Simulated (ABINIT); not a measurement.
A run of ABINIT 10.8.3 (patched build):

run.abi

```
# Datasets: one volume each
ndtset 7
getwfk -1
scalecart1 3*0.9795861087
scalecart2 3*0.9864848297
scalecart3 3*0.9932883884
scalecart4 3*1.0000000000
scalecart5 3*1.0066227096
scalecart6 3*1.0131594038
scalecart7 3*1.0196128224

# Pseudopotentials
pp_dirpath "./"
pseudos "Pb.GGA_PBE-JTH_sp.xml, Se.GGA_PBE-JTH.xml"

# Structure
acell 8.1795146323 8.1795146323 8.1795146323
rprim
     0.0000000000     0.7071067812     0.7071067812
     0.7071067812     0.0000000000     0.7071067812
     0.7071067812     0.7071067812     0.0000000000
ntypat 2
znucl 82 34
natom 2
typat 1 2
xred
     0.0000000000     0.0000000000     0.0000000000
     0.5000000000     0.5000000000     0.5000000000

# Plane-wave basis
ecut 408.170794 eV
pawecutdg 30.0

# k points
kptopt 1
ngkpt 8 8 8
nshiftk 1
shiftk 0.0 0.0 0.0

# Exchange and correlation
ixc -109134

# Bands and occupations
nband 9
occopt 3
tsmear 0.05 eV

# SCF cycle
nstep 100
tolvrs 1.0e-9

# Output
iomode 3
prtwf 1
prtden 0
prteig 0
prtebands 0
```

Potentials or basis: JTH PAW PBE v2.0 sp.

The run is started by

```bash
$ abinit run.abi > log 2>&1
```

Hardware: 1 thread of Arm Neoverse V2 (shared host).

Task: How long does it take, and how much memory?

Result: Run time: 67 s on 1 thread of Arm Neoverse V2, on a shared host, peak memory 0.14 GiB. Counts: scf iterations 58, k points 29, bands 9, plane waves 1036.
